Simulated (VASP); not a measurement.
Input of a VASP 6.6.1 run:

File INCAR:

```
SYSTEM = C
PREC     = Accurate       ! precision mode
ENCUT    = 520            ! plane-wave cutoff, eV
EDIFF    = 1E-6           ! SCF threshold, eV
ISMEAR   = 0              ! smearing method
SIGMA    = 0.02           ! smearing width, eV
LREAL    = .False.        ! projectors in reciprocal space
LASPH    = .True.         ! aspherical terms in the spheres
NELM     = 60             ! most SCF steps
ALGO     = Normal         ! electronic algorithm
ISIF     = 2              ! what is computed and relaxed
LWAVE    = .False.        ! write WAVECAR
LCHARG   = .True.         ! write CHGCAR
LDIPOL   = .True.       
IDIPOL   = 3            
DIPOL    = 0.5 0.5 0.500
GGA      = PE             ! functional
LELF     = .True.         ! ELF
LVHAR    = .True.       
LVACPOTAV= .True.       
NBANDS   = 11             ! bands
```

KPOINTS

```
regular mesh
0
Gamma
  36 36 1
  0 0 0
```

File POSCAR:

```
C
1.0
    2.4600000000      0.0000000000      0.0000000000
   -1.2300000000      2.1304224933      0.0000000000
    0.0000000000      0.0000000000     16.0000000000
C
2
Direct
    0.0000000000      0.0000000000      0.5000000000
    0.3333333333      0.6666666667      0.5000000000
```

Potentials or basis: VASP PAW PBE potentials, release 64 (C).

Command:

```bash
$ cat potpaw_PBE.64/C/POTCAR > POTCAR
$ mpirun -np 1 vasp_std > vasp.out
```

Question: Estimate the work function of the upper face.

Answer: 4.22 eV.

Question: What does it give for the work function of the lower face?

Answer: 4.22 eV.

Question: Predict the band gap on the k mesh.

Answer: None (metal or under the smearing width).
